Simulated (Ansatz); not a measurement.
## W: equilibrium volume by level of theory

**What was measured.** The equilibrium volume of W (Tungsten) (Im-3m) is reported as 15.86 Å³/atom at 297.95 K (a printed reference work). The runs below try to reproduce it.

```
W
1.0
    -1.58234    1.58234    1.58234
     1.58234   -1.58234    1.58234
     1.58234    1.58234   -1.58234
W
1
Direct
  0.00000 0.00000 0.00000
```

| rung | level | program and potentials | cutoff (eV) | k mesh | smearing | task | core time | chip | equilibrium volume (Å³/atom) | miss | notes |
| --- | --- | --- | --- | --- | --- | --- | --- | --- | --- | --- | --- |
| LDA | LDA | Ansatz, Ansatz PAW | 420 | 12 × 12 × 12 | fermi-dirac 0.05 | relaxation of cell and atoms | 4.2 s | Arm Neoverse V2 | 15.40 | -2.9 % | potentials made for PBE, which Ansatz adapts in part |
| GGA | revPBE | Ansatz, Ansatz PAW | 420 | 12 × 12 × 12 | fermi-dirac 0.05 | relaxation of cell and atoms | 4.5 s | Arm Neoverse V2 | 16.29 | +2.7 % | potentials made for PBE, which Ansatz adapts in part |
| GGA | BLYP | Ansatz, Ansatz PAW | 420 | 12 × 12 × 12 | fermi-dirac 0.05 | relaxation of cell and atoms | 4.6 s | Arm Neoverse V2 | 16.68 | +5.2 % | potentials made for PBE, which Ansatz adapts in part |
| GGA | PBE | Ansatz, Ansatz PAW | 420 | 12 × 12 × 12 | fermi-dirac 0.05 | equation of state | 5.9 s | Arm Neoverse V2 | 16.15 | +1.8 % | - |
| GGA + dispersion | PBEsol+D4 | Ansatz, Ansatz PAW | 420 | 12 × 12 × 12 | fermi-dirac 0.05 | relaxation of cell and atoms | 6.7 s | Arm Neoverse V1 | 15.50 | -2.3 % | potentials made for PBE, which Ansatz adapts in part |
| GGA + dispersion | PBEsol+D3(BJ)+ATM | Ansatz, Ansatz PAW | 420 | 12 × 12 × 12 | fermi-dirac 0.05 | relaxation of cell and atoms | 6.8 s | Arm Neoverse V1 | 15.40 | -2.9 % | potentials made for PBE, which Ansatz adapts in part |
| meta-GGA + dispersion | r2SCAN+D4 | Ansatz, Ansatz PAW | 500 | 12 × 12 × 12 | fermi-dirac 0.05 | relaxation of cell and atoms | 11 s | Arm Neoverse V1 | 15.83 | -0.2 % | potentials made for PBE, which Ansatz adapts in part |
| meta-GGA | r2SCAN | Ansatz, Ansatz PAW | 500 | 12 × 12 × 12 | fermi-dirac 0.05 | equation of state | 13 s | Arm Neoverse V2 | 15.92 | +0.4 % | potentials made for PBE, which Ansatz adapts in part |
| GGA | RPBE | Ansatz, all-electron LAPW, scalar-relativistic | - | 12 × 12 × 12 | fermi-dirac 0.05 | relaxation of cell and atoms | 27 s | Intel Xeon Platinum 8488C Sapphire Rapids | 16.36 | +3.2 % | - |
| GGA | PBEsol | Ansatz, all-electron LAPW, scalar-relativistic | - | 12 × 12 × 12 | fermi-dirac 0.05 | relaxation of cell and atoms | 31 s | Arm Neoverse V1 | 15.70 | -1.0 % | - |
| GGA + dispersion | revPBE+D3(BJ) | Ansatz, all-electron LAPW, scalar-relativistic | - | 12 × 12 × 12 | fermi-dirac 0.05 | relaxation of cell and atoms | 36 s | Arm Neoverse V1 | 15.63 | -1.5 % | - |

Times are single runs on shared hosts and different chips, so they are rough; meshes, cutoffs and the tasks' sizes weigh on the time. All rows: no spin polarisation. Smearing widths are in eV. For a metal such meshes aren't converged. Meshes are those of the run's cell of 1 atom unless a note names another. Relaxations start from the cell shown or near it and stop with a little pressure left. Misses use the values as printed. Runs on faulty files, with rough fits or with known faults for this quantity aren't shown. No row holds spin-orbit coupling.

By rung: LDA 15.40; GGA 15.70 to 16.68; GGA + dispersion 15.40 to 15.63; meta-GGA + dispersion 15.83; meta-GGA 15.92 (Å³/atom). Measured: 15.86 Å³/atom at 297.95 K (a printed reference work). Closest is r2SCAN+D4 (-0.2 %), and PBE misses by +1.8 % on plain settings. The runs are for a static lattice, while measurements hold temperature and zero-point motion.
